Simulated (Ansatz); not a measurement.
The cell was built from the fcc type and relaxed in the same program; it needn't be a known or the stable phase. The listed cell was then made from it by scaling, straining or moving an atom.

Mo: DFT, PBE, all-electron LAPW, scalar-relativistic (Ansatz 0.2.0). What sets it apart from a plain run of this crystal: volume scaled by 0.98.

Command: `ansatz run input.yaml --threads 1 --pin off --max-ram 2048MiB --backend cpu --events-out ev --progress --plain --runs-dir out` The run took 12 s on 1 thread of Arm Neoverse V2, on a shared host, peak memory 0.38 GiB.

```yaml
crystal:
  lattice:
    - [0.0, 1.9876180338, 1.9876180338]
    - [1.9876180338, 0.0, 1.9876180338]
    - [1.9876180338, 1.9876180338, 0.0]
  atoms:
    - { symbol: Mo, position: [0.0, 0.0, 0.0] }
kpoints:
  mp_grid: { grid: [18, 18, 18] }
scf:
  occupations: { method: fermi_dirac, width: 0.05 }
hamiltonian:
  xc: pbe
  pseudopotentials: { kind: all_electron, lapw: { basis_error: 0.0005 } }
output:
  forces: true
  stress: true
  eigenvalues: true
```

Output (standing set-up lines are left out):

```
LAPW: plane waves up to 8.161 Å⁻¹, error target 5.0e-4 eV per atom; small_component_spin mean_spin; Mo in spheres of 1.405 Å, 30 of its electrons in bands, Dirac shells []
Crystal: 1 atoms, lattice volume = 15.705 Å³
Basis set: ecut = 253.77942284181535 eV, 137 PW (Γ), exchange–correlation at level 2
iter 1 solved again at ethr=5.57e-4 eV; its pass at ethr=1.00e-1 eV (dr2=1.67e-1 eV) is discarded
SCF iter   1: F=—  HF=-110177.961182 eV  |F-HF|=—  |Δ(HF+E_count)|=         —  Δρ=4.48e-2  dr2=1.68e-1  ethr=5.57e-4  ⟨swp⟩=2.6  Hψ=22925  notcnv=0
preconditioner: auto → none  [metal: Δε(μ)=0.005 eV  Ē_g=8.338 eV  σ=0.050 eV  W_gap=0.03  n_scr=8 (ndim 8)  ℏωp=23.0 eV  f_vac=0.000  D(μ)=1.24/eV (n_scr^D=14)  sad-step TF]
SCF iter   2: F=—  HF=-110177.436647 eV  |F-HF|=—  |Δ(HF+E_count)|=   5.25e-1  Δρ=1.78e-2  dr2=3.24e-2  ethr=5.57e-4  ⟨swp⟩=2.6  Hψ=11616  notcnv=0
SCF iter   3: F=—  HF=-110177.423706 eV  |F-HF|=—  |Δ(HF+E_count)|=         —  Δρ=7.43e-3  dr2=5.87e-3  ethr=1.08e-4  ⟨swp⟩=2.0  Hψ=10764  notcnv=0
the basis was enlarged: its passes take 605.7 KiB over the memory plan, 1 of 1 planned eigensolver slots
iter 4 solved again at ethr=1.86e-7 eV; its pass at ethr=1.96e-5 eV (dr2=5.59e-5 eV) is discarded
SCF iter   4: F=—  HF=-110177.423221 eV  |F-HF|=—  |Δ(HF+E_count)|=   4.86e-4  Δρ=6.79e-4  dr2=5.57e-5  ethr=1.86e-7  ⟨swp⟩=2.0  Hψ=18237  notcnv=0
SCF iter   5: F=—  HF=-110177.423218 eV  |F-HF|=—  |Δ(HF+E_count)|=   3.12e-6  Δρ=4.53e-5  dr2=2.53e-7  ethr=1.86e-7  ⟨swp⟩=2.0  Hψ=10776  notcnv=0
SCF iter   6: F=-110177.423218 eV  HF=-110177.423218 eV  |F-HF|=2.76e-10  |Δ(HF+E_count)|=   1.80e-7  Δρ=1.73e-6  dr2=1.78e-10  ethr=8.45e-10  ⟨swp⟩=3.0  Hψ=11111  notcnv=0
SCF 1 converged in 6 iterations: F = -110177.423218 eV  dr2 = 1.78e-10
SCF converged after 6 iterations
Free energy (F): -110177.423218 eV
Harris-Foulkes:  -110177.423218 eV  (|F-HF|=2.76e-10)
Internal energy: -110177.413201 eV  (E = F + TS)
E sigma→0 (E₀):  -110177.418209 eV
Entropy (-TS):   -0.010017 eV (-10.017 meV/atom)
Fermi energy:    22.888552 eV
--- Per-component energies (eV) ---
  E_band       = -4078.743537
  E_kinetic    = 114178.895832
  E_xc         = -3371.376208
  E_electrostatic = -220984.932825  (all electrons and nuclei)
  E_smearing   = -0.010017  (= −TS)
  E_closure    = 0.000000  (closes the sum)
  E_atoms      = -110166.923224  (free atoms, spherical and without spin; not in F)
  Σ components = -110177.423218   (vs F -110177.423218, Δ=0.00e0)
  Basis errors (estimates in eV, not in F): energy 1.0e-4 per atom: plane waves 8.0e-5 (4.1e-5 summed), levels above the bands 1.0e-107, relativity 4.1e-8, radial functions 2.0e-5, core shells 6.6e-8; eigenvalues (radial functions only) 1.7e-6; not estimated: angular momenta, meshes, grids; target (lapw.basis_error) 5.0e-4; muffin-tin radii Mo 1.405 Å
--- Forces (eV/Å), atoms counted from 1 ---
  atom   1  Mo     0.00000000     0.00000000    -0.00000000
  max |Σ_I F_I| component: 6.16e-32 eV/Å
--- Stress (GPa, compression-positive) ---
        5.111688      -0.000000       0.000000
       -0.000000       5.111688       0.000000
        0.000000       0.000000       5.111688
  P = ⅓ Tr σ = 5.1117 GPa (51.117 kbar)
--- Band table (eV; the first three rows and the last of 195) ---
  k-point 0: bands = ["-352.3788", "-352.3788", "-352.3788", "-194.2700", "-194.2700", "-194.2506", "-194.2506", "-194.2506", "-37.8022", "-11.0947", "-11.0947", "-11.0947", "16.1176", "22.1623", "22.1623", "22.1623", "24.9161", "24.9161", "35.9105"]
  k-point 1: bands = ["-352.3788", "-352.3788", "-352.3788", "-194.2700", "-194.2700", "-194.2506", "-194.2506", "-194.2506", "-37.7950", "-11.1394", "-11.1003", "-11.1003", "16.2468", "22.0726", "22.2214", "22.2214", "24.8671", "24.8671", "36.1588"]
  k-point 2: bands = ["-352.3788", "-352.3788", "-352.3788", "-194.2700", "-194.2700", "-194.2506", "-194.2506", "-194.2506", "-37.7742", "-11.2669", "-11.1162", "-11.1162", "16.6156", "21.8455", "22.3755", "22.3755", "24.7569", "24.7569", "36.8329"]
  k-point 194: bands = ["-352.3788", "-352.3788", "-352.3788", "-194.2700", "-194.2700", "-194.2506", "-194.2505", "-194.2505", "-37.4781", "-12.0702", "-11.9313", "-11.6125", "19.2979", "20.5479", "21.6183", "24.3229", "27.6476", "33.3774", "34.3897"]
```
